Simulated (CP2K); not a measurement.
Crystal: Pd.

```
Pd
1.0
     2.78367    0.00000    0.00000
    -1.39183    2.41072    0.00000
     0.00000    0.00000    4.62889
Pd
2
Cartesian
  0.0000 1.6071 1.1572
  1.3918 0.8036 3.4717
```

This isn't the form of Pd at room conditions, which is fcc.

```yaml
Program: CP2K 2026.2
Task: single point
Functional: PBEsol
Potentials_or_basis: POTENTIAL_UZH Pd GTH-PBE-q18; TZVP-MOLOPT-PBE-GTH basis
Density_cutoff: 6803 eV
k_mesh: 11 × 11 × 6
Occupations: fermi-dirac, width 0.05 eV
Spin: no spin polarisation
```

On this cell: pressure -8.9 GPa; largest force under 0.003 eV/Å; band gap on the k mesh none (metal or under the smearing width).

The same run follows on a disturbed copy (atoms moved at random, drawn with an rms of 0.05 Å):

```
CELL_PARAMETERS angstrom
2.78367 0.00000 0.00000
-1.39183 2.41072 0.00000
0.00000 0.00000 4.62889
ATOMIC_POSITIONS crystal
Pd 0.32850 0.69168 0.24099
Pd 0.66929 0.34399 0.75873
```

Question: What changes?

Answer: The energy (extrapolated to zero smearing) moves by +14.0 meV/atom; pressure -8.2 GPa; largest force 0.647 eV/Å; band gap on the k mesh none (metal or under the smearing width).

Forces on the atoms (eV/Å):
```
Pd   0.035 -0.035  0.645
Pd  -0.035  0.035 -0.645
```

Stress tensor (GPa, compression positive):
```
-8.81  0.38  0.16
 0.38 -8.12 -0.15
 0.16 -0.15 -7.64
```

Caveats: the potentials were made for another functional, which shifts forces and pressure; the basis of atomic orbitals isn't converged, which shifts pressures, moduli and gaps.
